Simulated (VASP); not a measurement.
AlN in VASP 6.6.1, single-point calculation

INCAR

```
ENCUT = 520
IBRION = -1
EDIFF = 1E-9
ISIF = 2
NBANDS = 16
LASPH = .TRUE.
NELM = 120
NSW = 0
ISMEAR = -1
SIGMA = 0.02
LREAL = .FALSE.
LWAVE = .FALSE.
METAGGA = MBJ
LCHARG = .FALSE.
PREC = Low
```

KPOINTS

```
KPOINTS created by Atomic Simulation Environment
0
Gamma
12 12 6
0 0 0
```

POSCAR

```
Al N
 1.0000000000000000
     3.2452523039688348    0.0000000000000000    0.0000000000000000
    -1.6226261519844174    2.8104709369269898    0.0000000000000000
     0.0000000000000000    0.0000000000000000    5.2006367362999999
 Al  N
   2   2
Cartesian
 -0.0000000000000000  1.8736472912846600 -0.0145913401662472
  1.6226261519844174  0.9368236456423300  2.5857270279837525
 -0.0000000000000000  1.8736472912846600  1.9648301162787469
  1.6226261519844174  0.9368236456423300  4.5651484844287467
```

The recommended PBE PAW datasets give the neutral cell 16 valence electrons.

Command

```
mpirun -np 1 vasp_std
```

How does this run end, and what does it give?

It converged. Results: gap between bands v and c on the k mesh 4.28 eV; least direct gap on the k mesh 4.28 eV. Band v is the last that the valence electrons fill when counted band by band, and c is the next.

OSZICAR

```
N       E                     dE             d eps       ncg     rms          rms(c)
DAV:   1     0.113982592343E+03    0.11398E+03   -0.71577E+03  2440   0.880E+02
DAV:   2     0.384432467237E+02   -0.75539E+02   -0.68842E+02  3488   0.184E+02
DAV:   3     0.344061415787E+02   -0.40371E+01   -0.40241E+01  2952   0.441E+01
DAV:   4     0.343816038023E+02   -0.24538E-01   -0.24537E-01  3024   0.392E+00
DAV:   5     0.343813346955E+02   -0.26911E-03   -0.26911E-03  3024   0.411E-01    0.137E+01
DAV:   6     0.403133121657E+02    0.59320E+01   -0.53348E+01  2928   0.551E+01    0.102E+01
DAV:   7     0.392122343025E+02   -0.11011E+01   -0.13581E+01  2488   0.296E+01    0.710E+00
DAV:   8     0.405983757002E+02    0.13861E+01   -0.52571E+00  2432   0.164E+01    0.941E+00
DAV:   9     0.437267291978E+02    0.31284E+01   -0.31683E+01  2976   0.346E+01    0.940E+00
DAV:  10     0.452733923172E+02    0.15467E+01   -0.19739E+01  2496   0.337E+01    0.182E+00
...
DAV:  71     0.452721860287E+02   -0.14296E-06   -0.17029E-12  1264   0.274E-06    0.528E-04
DAV:  72     0.452721857705E+02   -0.25814E-06   -0.30461E-13  1312   0.120E-06    0.528E-04
DAV:  73     0.452721856735E+02   -0.97013E-07   -0.45777E-13  1304   0.103E-06    0.528E-04
DAV:  74     0.452721856294E+02   -0.44089E-07   -0.29772E-13  1312   0.404E-07    0.528E-04
DAV:  75     0.452721855778E+02   -0.51647E-07   -0.99775E-13  1280   0.260E-07    0.528E-04
DAV:  76     0.452721856050E+02    0.27158E-07   -0.13219E-12  1312   0.234E-07    0.528E-04
DAV:  77     0.452721856008E+02   -0.41670E-08   -0.73269E-13  1280   0.150E-07    0.528E-04
DAV:  78     0.452721856453E+02    0.44554E-07   -0.10628E-12  1312   0.157E-07    0.528E-04
DAV:  79     0.452721856457E+02    0.31605E-09   -0.43998E-13  1272   0.162E-07
   1 F= 0.45272186E+02 E0= 0.45272186E+02  d E =-.329024E-11
```

The MBJ potential has no energy functional, so only its levels carry meaning.

For comparison, a separate PBE run of the intended cell, on usual settings and not on those above, gives a gap of 3.15 eV on its mesh and a pressure of -17.1 GPa.
